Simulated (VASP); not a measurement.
# NbSi2: single point with PBEsol

Crystal: NbSi2.

```xyz
9
Lattice="4.7689 0.0000 0.0000 -2.3844 4.1299 0.0000 0.0000 0.0000 6.5731" Properties=species:S:1:pos:R:3 pbc="T T T"
Nb    2.3844    0.0000    3.2866
Nb    1.1922    2.0650    5.4776
Nb   -1.1922    2.0650    1.0955
Si    0.0000    1.3179    3.2866
Si    3.6275    0.6590    5.4776
Si    1.2430    3.4710    1.0955
Si    2.3844    2.8120    3.2866
Si   -1.2430    3.4710    5.4776
Si    1.1414    0.6590    1.0955
```

```yaml
Program: VASP 6.6.1
Task: single point
Functional: PBEsol
Potentials_or_basis: VASP PAW PBE potentials, release 64 (Nb_sv, Si)
Cutoff: 520 eV
k_mesh: 9 × 9 × 6
Occupations: gaussian, width 0.1 eV
Spin: no spin polarisation
```

| Property | Result |
| --- | --- |
| Pressure | -0.1 GPa |
| Band gap on the k mesh | none (metal or under the smearing width) |

Forces on the atoms (eV/Å):
```
Nb   0.000  0.000  0.000
Nb   0.000  0.000  0.000
Nb   0.000  0.000  0.000
Si   0.000  0.002  0.000
Si  -0.002  0.001  0.000
Si  -0.002 -0.001  0.000
Si   0.000 -0.002  0.000
Si   0.002 -0.001  0.000
Si   0.002  0.001  0.000
```

Levels at points of the mesh, in eV from the Fermi level:
```tsv
k point	band 28	band 29	band 30	band 31	band 32	band 33	band 34	band 35	band 36	band 37
(0.00, 0.00, 0.00)	-2.21	-2.10	-1.97	-1.97	-1.03	0.76	3.27	3.36	3.43	3.43
(0.00, 0.00, 0.50)	-2.15	-1.49	-1.37	-1.37	0.94	0.94	2.85	2.85	3.33	3.59
```

Wall time 9 min on 1 thread of Intel(R) Xeon(R) Platinum 8488C (Sapphire Rapids), on a shared host, peak memory 0.37 GiB.

Caveat: the PAW data sets were made with another functional, which shifts forces and pressure a little.
